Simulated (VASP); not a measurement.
The system is TiO2.

```xyz
6
Lattice="4.5927 0.0000 0.0000 0.0000 4.5927 0.0000 0.0000 0.0000 2.9417" Properties=species:S:1:pos:R:3 pbc="T T T"
Ti    0.0000    0.0000    0.0000
Ti    2.2964    2.2964    1.4709
O     1.3977    1.3977    2.9417
O     0.8987    3.6940    1.4709
O     3.1950    3.1950    0.0000
O     3.6940    0.8987    1.4709
```

Base run:

- Program: VASP 6.6.1
- Functional: PBEsol
- Potentials or basis: VASP PAW PBE potentials, release 64 (Ti_sv, O)
- Cutoff: 520 eV
- k mesh: 6 × 6 × 10
- Occupations: gaussian, width 0.03 eV
- Spin: no spin polarisation

Its results: band gap on the k mesh 1.83 eV, direct; pressure 0.2 GPa.

The run is repeated on the same cell with these changes: functional from PBEsol to r2SCAN. What comes out?

Band gap on the k mesh 2.24 eV, direct; pressure 2.8 GPa.

r2SCAN gives the wider gap, since meta-GGAs in the generalised Kohn-Sham scheme recover part of the derivative discontinuity.

Caveats: the PAW data sets were made with another functional, which shifts forces and pressure a little.
